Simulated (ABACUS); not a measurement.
Input of an ABACUS 3.10.1 run:

INPUT

```
INPUT_PARAMETERS
suffix              Mo
calculation         cell-relax
basis_type          pw
pseudo_dir          ./
latname             bcc
symmetry            1
dft_functional      GGA_XC_HCTH_407
ecutwfc             81
pseudo_rcut         10
nspin               1
nbands              11
ks_solver           dav
smearing_method     fd
smearing_sigma      0.00367493
scf_thr             1e-08
scf_nmax            100
mixing_type         broyden
mixing_beta         0.7
cal_force           1
cal_stress          1
relax_nmax          60
force_thr_ev        0.01
relax_method        cg
out_stru            1
stress_thr          0.2
kpar                4
```

File STRU:

```
ATOMIC_SPECIES
Mo 95.9500 Mo.upf

LATTICE_CONSTANT
5.9859303812

ATOMIC_POSITIONS
Direct

Mo
0.0
1
0.0000000000 0.0000000000 0.0000000000 1 1 1
```

The input KPT:

```
K_POINTS
0
Gamma
10 10 10 0 0 0
```

Potentials or basis: Ansatz NC PBE, plane waves.

Launch:

```sh
$ OMP_NUM_THREADS=1 mpirun -np 4 abacus > log
```

**Question.** Estimate the relaxed volume.

**Answer.** 15.28 Å³/atom.

**Question.** What does it give for the relaxed cell?

**Answer.** a = 2.707 Å, b = 2.707 Å, c = 2.707 Å, α = 70.53°, β = 109.47°, γ = 70.53°.

Step by step:
| step | energy change (eV) | largest force (eV/Å) | pressure (GPa) | volume (Å³) |
| --- | --- | --- | --- | --- |
| 1 | 0.0000 | 0.0000 | -9.79 | 15.89 |
| 2 | 0.1458 | 0.0000 | 36.73 | 13.69 |
| 3 | -0.0195 | 0.0000 | -0.45 | 15.30 |
| 4 | -0.0195 | 0.0000 | -0.05 | 15.28 |
| 5 | -0.0195 | 0.0000 | 0.00 | 15.28 |

Caveat: the potentials were made for another functional, which shifts forces and pressure.
